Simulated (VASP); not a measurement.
# SnSe (Fm-3m) in VASP: a series of runs

Aim: see how the results for SnSe move with the level of theory and the settings. Levels: PBE, r2SCAN. Tasks: single point.

Program: VASP 6.6.1. These are calculated values, not measurements. Logs are shortened: lines on timing, memory, paths and dates and some standing lists are left out, and cuts for length are marked.

**1. The cell of the first run**

It takes space group Fm-3m (No. 225, cubic). Conventional cell: a = 5.663 Å, b = 5.663 Å, c = 5.663 Å, α = 90.00°, β = 90.00°, γ = 90.00°. Sn (site symmetry m-3m) has 6 Se at 2.83 Å as nearest neighbours. Around Se (site symmetry m-3m) lie 6 Sn at 2.83 Å.

The cell was built by a generator and needn't be a form met in nature.

**2. Single point, PBE (hydrostatic strain -5.7%)**

INCAR

```
SYSTEM = SnSe
PREC = Accurate ; ENCUT = 520
EDIFF = 1E-6 ; ISMEAR = -1
SIGMA = 0.02 ; LREAL = .FALSE.
LASPH = .TRUE. ; NELM = 80
ALGO = Fast ; ISIF = 2
LWAVE = .FALSE. ; LCHARG = .FALSE.
GGA = PE ; NBANDS = 17
```

KPOINTS

```
regular mesh
0
G
  8 8 8
  0 0 0
```

POSCAR

```
SnSe
1.0
    0.0000000000      2.8312929131      2.8312929131
    2.8312929131      0.0000000000      2.8312929131
    2.8312929131      2.8312929131      0.0000000000
Sn Se
1 1
Direct
    0.0000000000      0.0000000000      0.0000000000
    0.5000000000      0.5000000000      0.5000000000
```

Potentials or basis: VASP PAW PBE potentials, release 64 (Sn_d, Se).

The run is started by

```bash
cat potpaw_PBE.64/Sn_d/POTCAR potpaw_PBE.64/Se/POTCAR > POTCAR
mpirun -np 1 vasp_std > vasp.out
```

OUTCAR:

```text
SYSTEM = SnSe
   PREC = Accurate
   ENCUT = 520
   EDIFF = 1E-6
   ISMEAR = -1
   LREAL = .FALSE.
   LASPH = .TRUE.
   NELM = 80
   ISIF = 2
   GGA = PE

 ion  position               nearest neighbor table
   1  0.000  0.000  0.000-   2 2.83   2 2.83   2 2.83   2 2.83   2 2.83   2 2.83
   2  0.500  0.500  0.500-   1 2.83   1 2.83   1 2.83   1 2.83   1 2.83   1 2.83

  LATTYP: Found a face centered cubic cell.
 ALAT       =     5.6625858262

  Lattice vectors:

 A1 = (   0.0000000000,   2.8312929131,   2.8312929131)
 A2 = (   2.8312929131,   0.0000000000,   2.8312929131)
 A3 = (   2.8312929131,   2.8312929131,   0.0000000000)

Analysis of symmetry for initial positions (statically):
=====================================================================
 Subroutine PRICEL returns:
 Original cell was already a primitive cell.

 Routine SETGRP: Setting up the symmetry group for a
 face centered cubic supercell.

 Subroutine GETGRP returns: Found 48 space group operations
 (whereof 48 operations were pure point group operations)
 out of a pool of 48 trial point group operations.

The static configuration has the point symmetry O_h .

Analysis of symmetry for dynamics (positions and initial velocities):
=====================================================================
 Subroutine PRICEL returns:
 Original cell was already a primitive cell.

 Routine SETGRP: Setting up the symmetry group for a
 face centered cubic supercell.

 Subroutine GETGRP returns: Found 48 space group operations
 (whereof 48 operations were pure point group operations)
 out of a pool of 48 trial point group operations.

The dynamic configuration has the point symmetry O_h .

 Subroutine INISYM returns: Found 48 space group operations
 (whereof 48 operations are pure point group operations),
 and found     1 'primitive' translations

----------------------------------------------------------------------------------------

                                     Primitive cell

  volume of cell :      45.3925

  direct lattice vectors                    reciprocal lattice vectors
     0.000000000  2.831292913  2.831292913    -0.176597765  0.176597765  0.176597765
     2.831292913  0.000000000  2.831292913     0.176597765 -0.176597765  0.176597765
     2.831292913  2.831292913  0.000000000     0.176597765  0.176597765 -0.176597765

  length of vectors
     4.004052837  4.004052837  4.004052837     0.305876301  0.305876301  0.305876301

  position of ions in fractional coordinates (direct lattice)
     0.000000000  0.000000000  0.000000000
     0.500000000  0.500000000  0.500000000

  ion indices of the primitive-cell ions
   primitive index   ion index
                 1           1
                 2           2

----------------------------------------------------------------------------------------

 KPOINTS: regular mesh

Automatic generation of k-mesh.
 Grid dimensions read from file:
 generate k-points for:    8    8    8

 Generating k-lattice:

  Cartesian coordinates                     Fractional coordinates (reciprocal lattice)
    -0.022074721  0.022074721  0.022074721     0.125000000  0.000000000  0.000000000
     0.022074721 -0.022074721  0.022074721     0.000000000  0.125000000  0.000000000
     0.022074721  0.022074721 -0.022074721     0.000000000  0.000000000  0.125000000

  Length of vectors
     0.038234538  0.038234538  0.038234538

  Shift w.r.t. Gamma in fractional coordinates (k-lattice)
     0.000000000  0.000000000  0.000000000

 Subroutine IBZKPT returns following result:
 ===========================================

 Found     29 irreducible k-points:

 Following reciprocal coordinates:
            Coordinates               Weight
  0.000000  0.000000  0.000000      1.000000
  0.125000  0.000000  0.000000      8.000000
  0.250000  0.000000  0.000000      8.000000
  0.375000  0.000000  0.000000      8.000000
  0.500000  0.000000  0.000000      4.000000
  0.125000  0.125000  0.000000      6.000000
[... 16 lines left out ...]
  0.500000  0.250000  0.125000     48.000000
 -0.375000  0.250000  0.125000     24.000000
 [... further k-points ...]
   k-points           NKPTS =     29   k-points in BZ     NKDIM =     29   number of bands    NBANDS=     17
   number of dos      NEDOS =    301   number of ions     NIONS =      2
   total plane-waves  NPLWV =  27000
   dimension x,y,z NGX =    30 NGY =   30 NGZ =   30
   dimension x,y,z NGXF=    60 NGYF=   60 NGZF=   60
   ions per type =               1   1
   NGX,Y,Z   is equivalent  to a cutoff of  12.46, 12.46, 12.46 a.u.
   NGXF,Y,Z  is equivalent  to a cutoff of  24.91, 24.91, 24.91 a.u.
 SYSTEM =  SnSe
   PREC   = accura    normal or accurate (medium, high low for compatibility)
   ISTART =      0    job   : 0-new  1-cont  2-samecut
   ICHARG =      2    charge: 1-file 2-atom 10-const
   ISPIN  =      1    spin polarized calculation?
   LNONCOLLINEAR =      F non collinear calculations
   LSORBIT =      F    spin-orbit coupling
   LASPH  =      T    aspherical Exc in radial PAW
   ENCUT  =  520.0 eV  38.22 Ry    6.18 a.u.   7.44  7.44  7.44*2*pi/ulx,y,z
   NELM   =     80;   NELMIN=  2; NELMDL= -5     # of ELM steps
   EDIFF  = 0.1E-05   stopping-criterion for ELM
   LREAL  =      F    real-space projection
   EDIFFG = 0.1E-04   stopping-criterion for IOM
   NSW    =      0    number of steps for IOM
   IBRION =     -1    ionic relax: 0-MD 1-quasi-New 2-CG
   NFREE  =      0    steps in history (QN), initial steepest desc. (CG)
   ISIF   =      2    stress and relaxation
   ISYM   =      2    0-nonsym 1-usesym 2-fastsym
   POTIM  = 0.5000    time-step for ionic-motion
   TEBEG  =    0.0;   TEEND  =   0.0 temperature during run
   PSTRESS=    0.0 pullay stress
   NELECT =      20.0000    total number of electrons
   NUPDOWN=      -1.0000    fix difference up-down
   EMIN   =  10.00;   EMAX   =-10.00  energy-range for DOS
   EFERMI =   0.00;   METHOD = LEGACY
   ISMEAR =    -1;   SIGMA  =   0.02  broadening in eV -4-tet -1-fermi 0-gaus
   EFERMI_NEDOS =   21; number of points for ismear=-14 and -15
   IALGO  =     68    algorithm
   IMIX   =      4    mixing-type and parameters
     AMIX     =   0.40;   BMIX     =  1.00
     AMIX_MAG =   1.60;   BMIX_MAG =  1.00
  volume/ion in A,a.u.               =      22.70       153.16
  Fermi-wavevector in a.u.,A,eV,Ry     =   1.245728  2.354085 21.114054  1.551839
  Thomas-Fermi vector in A             =   2.379938
   LORBIT       =      0    0 simple, 1 ext, 2 COOP (PROOUT), +10 PAW based schemes
   GGA     = PE    functional components
   LHFCALC =     F    Hartree Fock is set to
   AEXX    =    0.0000 exact exchange contribution
   IVDW    =     0    specifies the selected vdW correction
   LEPSILON=     F    determine dielectric tensor
   LRPA    =     F    only Hartree local field effects (RPA)
 non-spin polarized calculation
 RMM-DIIS sequential band-by-band and
  energy-cutoff  :      520.00
  volume of cell :       45.39
 maximum number of plane-waves:      1243
 NGX is ok and might be reduce to    30
   NGX = 15   NGY = 15   NGZ = 15

 number of electron      20.0000003 magnetization

 Free energy of the ion-electron system (eV)
  ---------------------------------------------------
  ext. energy  EPLUGINS =         0.00000000
  ---------------------------------------------------
  free energy    TOTEN  =        -7.81497545 eV

  energy without entropy =       -7.81497543  energy(sigma->0) =       -7.81497544

 E-fermi :   8.3443     XC(G=0): -10.4630

 val. band max:        8.0488759068   @ k =  -0.2500   0.1250   0.0000
 cond. band min:       8.6398905144   @ k =  -0.3750   0.1250   0.0000
 fundamental gap:      0.5910146075
 Fermi energy:         8.3443323509

 k-point     1 :       0.0000    0.0000    0.0000
  band No.  band energies     occupation
      1     -13.8344      2.00000
      2     -13.8344      2.00000
      3     -13.8264      2.00000
      4     -13.8264      2.00000
      5     -13.8264      2.00000
      6      -7.4606      2.00000
[... 9 lines left out ...]
     16      13.4284      0.00000
     17      15.7102      0.00000

 k-point     2 :       0.1250    0.0000    0.0000
  band No.  band energies     occupation
      1     -13.8366      2.00000
      2     -13.8366      2.00000
      3     -13.8258      2.00000
      4     -13.8230      2.00000
      5     -13.8230      2.00000
      6      -7.3099      2.00000
[... 9 lines left out ...]
     16      13.8907      0.00000
     17      17.1723      0.00000

 k-point     3 :       0.2500    0.0000    0.0000
  band No.  band energies     occupation
      1     -13.8432      2.00000
      2     -13.8432      2.00000
      3     -13.8246      2.00000
      4     -13.8136      2.00000
      5     -13.8136      2.00000
      6      -6.8928      2.00000
[... 9 lines left out ...]
     16      14.9752      0.00000
     17      20.0314      0.00000

 k-point     4 :       0.3750    0.0000    0.0000
  band No.  band energies     occupation
      1     -13.8501      2.00000
      2     -13.8501      2.00000
      3     -13.8236      2.00000
      4     -13.8039      2.00000
      5     -13.8039      2.00000
      6      -6.3566      2.00000
[... 9 lines left out ...]
     16      16.6310      0.00000
     17      20.4608      0.00000
[... 343 lines left out ...]
      1     -13.8606      2.00000
      2     -13.8353      2.00000
      3     -13.8283      2.00000
      4     -13.8084      2.00000
      5     -13.8060      2.00000
      6      -6.5385      2.00000
[... 9 lines left out ...]
     16      17.6999      0.00000
     17      18.0137      0.00000

 k-point    23 :       0.5000    0.2500    0.1250
  band No.  band energies     occupation
      1     -13.8674      2.00000
      2     -13.8403      2.00000
      3     -13.8228      2.00000
      4     -13.8059      2.00000
      5     -13.8001      2.00000
      6      -6.0598      2.00000
[... 9 lines left out ...]
     16      18.0409      0.00000
     17      19.7857      0.00000

 k-point    24 :      -0.3750    0.2500    0.1250
  band No.  band energies     occupation
      1     -13.8697      2.00000
      2     -13.8429      2.00000
      3     -13.8174      2.00000
      4     -13.8087      2.00000
      5     -13.7969      2.00000
      6      -5.8181      2.00000
[... 9 lines left out ...]
     16      19.1329      0.00000
     17      19.1890      0.00000

 [... further k-points ...]

------------------------ aborting loop because EDIFF is reached ----------------------------------------

  FORCE on cell =-STRESS in cart. coord.  units (eV):
  Direction    XX          YY          ZZ          XY          YZ          ZX
  --------------------------------------------------------------------------------------
  -------------------------------------------------------------------------------------
  Total        4.3393008      4.3393008      4.3393008      0.0000000      0.0000000      0.0000000
  in kB      153.1602051    153.1602051    153.1602051      0.0000000      0.0000000      0.0000000
  external PRESSURE =     153.1602051 kB  Pullay stress =       0.0000000 kB

 VOLUME and BASIS-vectors are now :
 -----------------------------------------------------------------------------
  energy-cutoff  :      520.00
  volume of cell :       45.39
      direct lattice vectors                 reciprocal lattice vectors
     0.000000000  2.831292913  2.831292913    -0.176597765  0.176597765  0.176597765
     2.831292913  0.000000000  2.831292913     0.176597765 -0.176597765  0.176597765
     2.831292913  2.831292913  0.000000000     0.176597765  0.176597765 -0.176597765

 POSITION                                       TOTAL-FORCE (eV/Angst)
 -----------------------------------------------------------------------------------
      0.00000      0.00000      0.00000         0.000000     -0.000000      0.000000
      2.83129      2.83129      2.83129        -0.000000      0.000000     -0.000000
 -----------------------------------------------------------------------------------
    total drift:                               -0.000000      0.000000      0.000000

  FREE ENERGIE OF THE ION-ELECTRON SYSTEM (eV)
  ---------------------------------------------------
  free  energy   TOTEN  =        -7.8149754499 eV

  energy  without entropy=       -7.8149754272  energy(sigma->0) =       -7.81497544
```

Run time: 13 s. Hardware: 1 thread of AMD EPYC 9R45 (Zen 5), shared host; peak memory 0.14 GiB.

What came out:

```
Free energy            : -7.8150 eV
Pressure               : 15.3 GPa
Band gap on the k mesh : 0.59 eV, indirect (least direct gap 0.71 eV)
```

Caveat: so large a pressure means that the cell lies far from this level's equilibrium, or that cutoff or potentials fall short; spin-orbit coupling is left out, which moves the levels of the heavy elements.

**3. Single point, r2SCAN (biaxial_xy strain +1.6%)**

POSCAR

```
SnSe
1.0
    0.0000000000      3.0510475958      3.0021131514
    3.0510475958      0.0000000000      3.0021131514
    3.0510475958      3.0510475958      0.0000000000
Sn Se
1 1
Direct
    0.0000000000      0.0000000000      0.0000000000
    0.5000000000      0.5000000000      0.5000000000
```

INCAR.step1

```
SYSTEM = SnSe
ALGO = Normal
EDIFF = 1E-4
ENCUT = 520
GGA = PE
ISMEAR = -1
LASPH = .TRUE.
LCHARG = .FALSE.
LREAL = .FALSE.
LWAVE = .TRUE.
NBANDS = 17
NELM = 100
PREC = Accurate
SIGMA = 0.02
```

INCAR.step2

```
SYSTEM = SnSe
ALGO = Normal
EDIFF = 1E-6
ENCUT = 520
ISIF = 2
ISMEAR = -1
ISTART = 1
LASPH = .TRUE.
LCHARG = .FALSE.
LMIXTAU = .TRUE.
LREAL = .FALSE.
LWAVE = .FALSE.
METAGGA = R2SCAN
NBANDS = 17
NELM = 100
PREC = Accurate
SIGMA = 0.02
```

KPOINTS

```
k-points
0
G
  8 8 8
  0 0 0
```

Potentials or basis: VASP PAW PBE potentials, release 64 (Sn_d, Se).

The run is started by

```bash
cat potpaw_PBE.64/Sn_d/POTCAR potpaw_PBE.64/Se/POTCAR > POTCAR
cp INCAR.step1 INCAR
mpirun -np 1 vasp_std > vasp.out
cp INCAR.step2 INCAR
mpirun -np 1 vasp_std > vasp.out
```

Run time: 97 s. Hardware: 1 thread of AMD EPYC 9R45 (Zen 5), shared host; peak memory 0.19 GiB.

It converged, with:

| Property | Result |
| --- | --- |
| Free energy | -39.8694 eV |
| Pressure | -1.3 GPa |
| Band gap on the k mesh | 0.35 eV, direct |

Stress tensor (GPa, compression positive):
```
-1.93  0.00  0.00
 0.00 -1.93  0.00
 0.00  0.00 -0.12
```

Levels at points of the mesh, in eV from the valence-band top:
```
           k point  band 6  band 7  band 8  band 9  band 10  band 11  band 12  band 13  band 14  band 15
(0.00, 0.00, 0.00)  -14.57   -5.35   -2.68   -2.52    -2.52     4.12     4.12     4.52     6.02     6.02
(0.50, 0.00, 0.00)  -13.65   -8.46   -2.33   -2.30     0.00     0.35     1.10     1.18     8.48    10.25
(0.50, 0.50, 0.00)  -13.33   -6.41   -5.81   -4.01    -4.01     3.15     5.25     5.25     6.13    10.53
(0.50, 0.00, 0.50)  -13.39   -6.34   -5.77   -4.08    -3.89     3.20     5.13     5.54     5.90    10.51
```

Caveat: the PAW data sets were made with another functional, which shifts forces and pressure a little; spin-orbit coupling is left out, which moves the levels of the heavy elements. A k mesh can miss the band edges.

**4. Single point, PBE (biaxial_xy strain +1.6%)**

INCAR

```
PREC = Accurate ; ENCUT = 520
EDIFF = 1E-6 ; ISMEAR = -1
SIGMA = 0.02 ; LREAL = False
LASPH = True ; NELM = 80
ALGO = Normal ; ISIF = 2
LWAVE = False ; LCHARG = False
GGA = PE ; NBANDS = 17
```

KPOINTS

```
regular mesh
0
Gamma
  8 8 8
```

POSCAR is that of step 3.

The run is started by

```bash
cat potpaw_PBE.64/Sn_d/POTCAR potpaw_PBE.64/Se/POTCAR > POTCAR
mpirun -np 1 vasp_std > vasp.out
```

Run time: 21 s. Hardware: 1 thread of AMD EPYC 9R45 (Zen 5), shared host; peak memory 0.18 GiB.

Results (log left out):

| Quantity | Value |
| --- | --- |
| Free energy | -8.2184 eV |
| Pressure | -0.3 GPa |
| Band gap on the k mesh | 0.48 eV, direct |

Stress tensor (GPa, compression positive):
```
-0.89  0.00  0.00
 0.00 -0.89  0.00
 0.00  0.00  0.92
```

Levels at points of the mesh, in eV from the valence-band top:
```tsv
k point	band 6	band 7	band 8	band 9	band 10	band 11	band 12	band 13	band 14	band 15
(0.00, 0.00, 0.00)	-13.72	-5.15	-2.24	-2.08	-2.08	4.09	4.09	4.47	5.85	5.85
(0.50, 0.00, 0.00)	-12.84	-7.94	-1.91	-1.88	0.00	0.48	1.21	1.30	8.17	9.98
(0.50, 0.50, 0.00)	-12.55	-6.05	-5.33	-3.56	-3.56	3.06	5.15	5.15	5.95	10.36
(0.50, 0.00, 0.50)	-12.60	-5.99	-5.30	-3.61	-3.43	3.12	5.04	5.42	5.73	10.33
```

Caveat: spin-orbit coupling is left out, which moves the levels of the heavy elements. A k mesh can miss the band edges.

**5. Overview**

| level | cell | gap on the mesh (eV) | pressure (GPa) |
| --- | --- | --- | --- |
| PBE | hydrostatic strain -5.7% | 0.59 | 15.3 |
| r2SCAN | biaxial_xy strain +1.6% | 0.35 | -1.3 |
| PBE | biaxial_xy strain +1.6% | 0.48 | -0.3 |

Alike in all rows: task single point; potentials or basis VASP PAW PBE potentials, release 64 (Sn_d, Se); no spin polarisation; k mesh 8 × 8 × 8; cutoff (eV) 520; smearing fermi-dirac 0.02 eV.

Caveats: spin-orbit coupling is left out, which moves the levels of the heavy elements; so large a pressure means that the cell lies far from this level's equilibrium, or that cutoff or potentials fall short (some runs); the PAW data sets were made with another functional, which shifts forces and pressure a little (some runs).

Absolute energies hang on the potentials; compare differences alone.
